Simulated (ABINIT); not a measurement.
MoS2:

```xyz
3
Lattice="1.5800 0.9122 6.1500 -1.5800 0.9122 6.1500 0.0000 -1.8244 6.1500" Properties=species:S:1:pos:R:3 pbc="T T T"
Mo    0.0000    0.0000    0.0000
S     0.0000    0.0000    7.6936
S     0.0000    0.0000    4.6125
```

Measurements of this composition are mostly on another form, of space group No. 194.

Base run:

* Program: ABINIT 10.8.3 (patched build)
* Functional: PBE
* Potentials or basis: SG15 NC PBE v1.2
* Cutoff: 599 eV
* k mesh: 8 × 8 × 8
* Occupations: fermi-dirac, width 0.05 eV
* Spin: no spin polarisation

Its results: band gap on the k mesh 1.03 eV, indirect (least direct gap 2.03 eV); pressure 5.5 GPa; largest force 0.565 eV/Å.

Task: The run is repeated on the same cell with these changes: functional from PBE to LDA; potentials or basis from SG15 NC PBE v1.2 to PseudoDojo NC SR LDA v0.4.1 standard; cutoff from 599 eV to 952 eV. What comes out?

Result: Band gap on the k mesh 0.96 eV, indirect (least direct gap 2.02 eV); pressure -2.6 GPa; largest force 0.092 eV/Å.

A k mesh can miss the band edges.

Not every run made on this cell is shown here.
